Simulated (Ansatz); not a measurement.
# Ta: the cost of one run

Program: Ansatz 0.2.0. Level of theory: DFT PBE, scalar-relativistic, plane waves, PAW. These are calculated values, not measurements.

1 further run of the same task is left out (set aside as unsound or not needed).

### 1 The structure to begin with

Symmetry: Fm-3m, No. 225, cubic system. The conventional cell has a = 4.037 Å, b = 4.037 Å, c = 4.037 Å, α = 90.00°, β = 90.00°, γ = 90.00°. W (site symmetry m-3m) has 12 W at 2.85 Å as nearest neighbours.

Structure file:

```xyz
1
Lattice="0.0000 2.0185 2.0185 2.0185 0.0000 2.0185 2.0185 2.0185 0.0000" Properties=species:S:1:pos:R:3 pbc="T T T"
W     0.0000    0.0000    0.0000
```

It is the result of an earlier relaxation at this level (volume 16.45 Å³/atom; gap on the mesh: none (metal)).

### 2 The film's bulk: Ta

Relaxed beforehand at this level: -9932.0096 eV/atom, gap on the mesh none (metal).

```yaml
crystal:
  lattice:
    - [0.00000, -2.11151, -2.11151]
    - [2.11151, 0.00000, -2.11151]
    - [2.11151, -2.11151, 0.00000]
  atoms:
    - { symbol: Ta, position: [0.00000, 0.00000, 0.00000] }
```

### 3 Ta strained to the base's plane

The (111) plane of Ta is fitted to the (111) plane of W, a strain of -4.4 % along x and -4.4 % along y; the third vector and the atoms relax.

The input, input.yaml:

```yaml
crystal:
  lattice:
    - [2.854594481, 0.0, 0.0]
    - [-1.4272972405, 2.4721513381, 0.0]
    - [1.4272972405, 0.824050446, 2.57358673]
  atoms:
    - { symbol: Ta, position: [0.0, 0.0, 0.0] }
basis:
  ecutwfc: 420
kpoints:
  mp_grid: { grid: [12, 12, 13] }
hamiltonian:
  xc: pbe
scf:
  occupations: { method: gaussian, width: 0.1 }
output:
  forces: true
  stress: true
  eigenvalues: true
relax:
  adjacent_minimum: "off"
  f_tol: 0.01
  max_steps: 50
  cell: { fix: [a, b, gamma], stress_tol: 0.1 }
```

The run is started by

```
ansatz run input.yaml --threads 1 --pin off --max-ram 2560MiB --backend cpu --events-out ev --progress --plain --runs-dir out
```

Q: Estimate wall time and peak memory on 1 thread of Arm Neoverse V2, shared host.

About 68 s, with a peak of 0.39 GiB.
